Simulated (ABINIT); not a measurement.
Here is an ABINIT 10.8.3 (patched build) calculation.

run.abi

```
pp_dirpath "./"
pseudos "Te.GGA_PBE-JTH.xml"

acell 4.454 4.454 5.924 Angstrom
rprim
     1.0000000000     0.0000000000     0.0000000000
    -0.5000000000     0.8660254038     0.0000000000
     0.0000000000     0.0000000000     1.0000000000
ntypat 1
znucl 52
natom 3
typat 1 1 1
xcart
     1.6279370000     2.8196695956     0.0000000000
    -0.5990630000     1.0376075529     3.9493333335
     1.1981260000     0.0000000000     1.9746666665 Angstrom

ecut 15.0
pawecutdg 30.0

kptopt 1
ngkpt 9 9 6
nshiftk 1
shiftk 0.0 0.0 0.0

ixc -116133

nband 13
occopt 3
tsmear 0.00183747

nstep 100
tolvrs 1.0e-9

iomode 3
prtwf 0
prtden 0
prteig 0
prtebands 0
enunit 2
```

Potentials or basis: JTH PAW PBE v2.0.

The run is started by

```console
$ abinit run.abi > log 2>&1
```

Q: Predict the band gap on the k mesh.

A: 0.14 eV, direct.

Q: Estimate the largest force.

A: 0.191 eV/Å.

Q: What does it give for the pressure?

A: -0.9 GPa.

Stress tensor (GPa, compression positive):
```
-1.00  0.00  0.00
 0.00 -1.00  0.00
 0.00  0.00 -0.65
```

Caveat: the PAW data sets were made with another functional, which shifts forces and pressure a little; spin-orbit coupling is left out, which moves the levels of the heavy elements; an odd mesh through Γ misses points on the zone boundary, where band edges often lie.
